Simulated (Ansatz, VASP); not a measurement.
**One calculation of Cr, two programs**

```xyz
2
Lattice="2.6454 0.0000 0.0000 0.0000 2.6454 0.0000 0.0000 0.0000 2.9448" Properties=species:S:1:pos:R:3 pbc="T T T"
Cr    0.0000    0.0000    0.0000
Cr    1.3227    1.3227    1.4724
```

Change from the starting cell: biaxial strain in the a-b plane, c and atoms relaxed: -6.0 %.

Alike in both runs: functional PBEsol; k mesh 14 × 14 × 14; occupations gaussian, width 0.1 eV; no spin polarisation.

Ansatz relaxed the structure, and its values are those at the end. VASP's run is a single point on that final structure, the one shown.

```csv
,VASP,Ansatz
version,VASP 6.6.1,Ansatz 0.2.0
potentials or method,"VASP PAW PBE potentials, release 64 (Cr_pv)","scalar-relativistic, plane waves, PAW"
plane-wave cutoff (eV),520,420
valence electrons in the cell,24,28
```

|  | VASP | Ansatz | Ansatz less VASP |
| --- | --- | --- | --- |
| gap on the k mesh at the Fermi level (eV) | none | none | - |
| pressure (GPa) | 27.5 | 28.0 | +0.55 |

A gap of «none» marks a metal or a gap that the smearing closes. The two sets of potentials don't hold the same shells in valence.

Caveats: so large a pressure means that the cell lies far from this level's equilibrium, or that cutoff or potentials fall short (VASP); the potentials were made for another functional, which shifts forces and pressure (VASP); the run has no spin polarisation, though such a crystal can be magnetic. Spin polarisation is off, so any magnetic state and its effect on volume and gap are missing.
